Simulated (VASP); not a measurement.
# GaAs: excitons by G0W0 and the Bethe-Salpeter equation

GaAs, F-43m (no. 216), 2 atoms in the cell.

| Spin-orbit coupling | First bright excitation (eV) | Direct quasiparticle gap on the mesh (eV) | Direct Kohn-Sham gap on the mesh (eV) | Mean energy of the absorption, weighted by Im ε (eV) | Time (s) |
|---|---|---|---|---|---|
| no | 1.47 | 1.48 | 0.49 | 2.20 | 9.0 |
| yes | 1.34 | 1.37 | 0.38 | 2.05 | 38 |

Limits: The 3×3×3 mesh is coarse for a spectrum: peaks stand apart that a denser mesh merges, and ε at zero frequency can be far too high; bands, mesh and cutoff of the G0W0 step are small, so absolute energies aren't converged; row 1: the pairs hold 4 valence and 4 conduction bands, and what lies beyond is missing from ε; the run without spin-orbit coupling holds singlets alone, the other one triplet-like states too; the excitation given is the first strong one; row 2: the pairs hold 8 valence and 8 conduction bands, and what lies beyond is missing from ε.

## Input of the first row

INCAR.step1:
```
  PREC = Accurate
  ENCUT = 410
  ISMEAR = 0
  SIGMA = 0.02
  EDIFF = 1E-8
  LASPH = T
  KPAR = 4
  LWAVE = T
  LCHARG = F
```

INCAR.step2, as INCAR.step1 but for:
```
- EDIFF = 1E-8
+ EDIFF = 1E-7
+ ALGO = Exact
+ NELM = 1
+ LOPTICS = T
+ ISTART = 1
+ NBANDS = 41
+ NEDOS = 2000
```

INCAR.step3:
```
  PREC = Accurate
  ENCUT = 410
  ISMEAR = 0
  SIGMA = 0.02
  LASPH = T
  KPAR = 4
  LWAVE = T
  LCHARG = F
  ALGO = EVGW0
  NELMGW = 1
  ISTART = 1
  NBANDS = 41
  ENCUTGW = 100
  NOMEGA = 48
  NBANDSGW = 25
  PRECFOCK = Fast
```

INCAR.step4:
```
  PREC = Accurate
  ENCUT = 410
  ISMEAR = 0
  SIGMA = 0.02
  LASPH = T
  KPAR = 4
  LWAVE = F
  LCHARG = F
  ALGO = BSE
  NBANDS = 41
  NBANDSO = 4
  NBANDSV = 4
  IBSE = 2
  NBSEEIG = 4
  ENCUTGW = 100
  PRECFOCK = Fast
  ANTIRES = 0
  OMEGAMAX = 25
  CSHIFT = 0.15
  NOMEGA = 1000
  ISTART = 1
```

KPOINTS:
```
k-points
0
Gamma
  3 3 3
```

POSCAR:
```
GaAs
1.0
    0.0000000000      2.8268500000      2.8268500000
    2.8268500000      0.0000000000      2.8268500000
    2.8268500000      2.8268500000      0.0000000000
As Ga
1 1
Direct
    0.7500000000      0.7500000000      0.7500000000
    0.0000000000      0.0000000000      0.0000000000
```

Commands (each step's output is kept before the next begins):
```
cat potpaw_PBE.64/As_GW/POTCAR potpaw_PBE.64/Ga_d_GW/POTCAR > POTCAR
cp INCAR.step1 INCAR
mpirun -np 4 vasp_std > vasp.out
cp INCAR.step2 INCAR
mpirun -np 4 vasp_std > vasp.out
cp INCAR.step3 INCAR
mpirun -np 4 vasp_std > vasp.out
cp INCAR.step4 INCAR
mpirun -np 4 vasp_std > vasp.out
```

VASP 6.6.1 took 9.0 s on 4 cores (Intel Xeon 6975P-C (Granite Rapids)), a shared host.
